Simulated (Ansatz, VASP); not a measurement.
**Two plane-wave programs on ZnO**

File INCAR:

```
PREC = Accurate ; ENCUT = 520
EDIFF = 1E-6 ; ISMEAR = 0
SIGMA = 0.1 ; LREAL = F
LASPH = T ; NELM = 100
ALGO = Normal ; ISIF = 2
LWAVE = F ; LCHARG = F
GGA = PS ; NBANDS = 26
```

Contents of KPOINTS:

```
regular mesh
0
Gamma
  6 6 4
```

File POSCAR:

```
ZnO
1.0
    3.2373510235      0.0000000000      0.0000000000
   -1.6186755117      2.8036282273      0.0000000000
    0.0000000000      0.0000000000      5.2220613000
Zn O
2 2
Direct
    0.6666666700      0.3333333300      0.5005917000
    0.3333333300      0.6666666700      0.0005917000
    0.6666666700      0.3333333300      0.8797183000
    0.3333333300      0.6666666700      0.3797183000
```

Input for Ansatz:

```yaml
crystal:
  lattice:
    - [3.2373510235, 0.0, 0.0]
    - [-1.6186755117, 2.8036282273, 0.0]
    - [0.0, 0.0, 5.2220613]
  atoms:
    - { symbol: Zn, position: [0.66666667, 0.33333333, 0.5005917] }
    - { symbol: Zn, position: [0.33333333, 0.66666667, 0.0005917] }
    - { symbol: O, position: [0.66666667, 0.33333333, 0.8797183] }
    - { symbol: O, position: [0.33333333, 0.66666667, 0.3797183] }
basis:
  ecutwfc: 420
kpoints:
  mp_grid: { grid: [6, 6, 4] }
hamiltonian:
  xc: pbesol
scf:
  occupations: { method: gaussian, width: 0.1 }
output:
  forces: true
  stress: true
  eigenvalues: true
```

The cell is a database's computed one.

Alike in both runs: task single point; functional PBEsol; k mesh 6 × 6 × 4; occupations gaussian, width 0.1 eV; no spin polarisation.

```csv
,VASP,Ansatz
version,VASP 6.6.1,Ansatz 0.2.0
potentials or method,"VASP PAW PBE potentials, release 64 (Zn, O)","scalar-relativistic, plane waves, PAW"
plane-wave cutoff (eV),520,420
valence electrons in the cell,36,36
```

VASP gave:

```
gap on the k mesh at the Fermi level (eV) : 0.68
least direct gap on the mesh (eV)         : 0.68
pressure (GPa)                            : 0.0
```

Task: Estimate Ansatz's values.

Result: gap on the k mesh at the Fermi level (eV): 0.70; least direct gap on the mesh (eV): 0.70; pressure (GPa): -0.9.

The functional is the same, so the differences come from potentials, cutoffs and numerics.

Caveats: the PAW data sets were made with another functional, which shifts forces and pressure a little (VASP). PBEsol gaps usually lie below the measured ones, often by a third to a half.
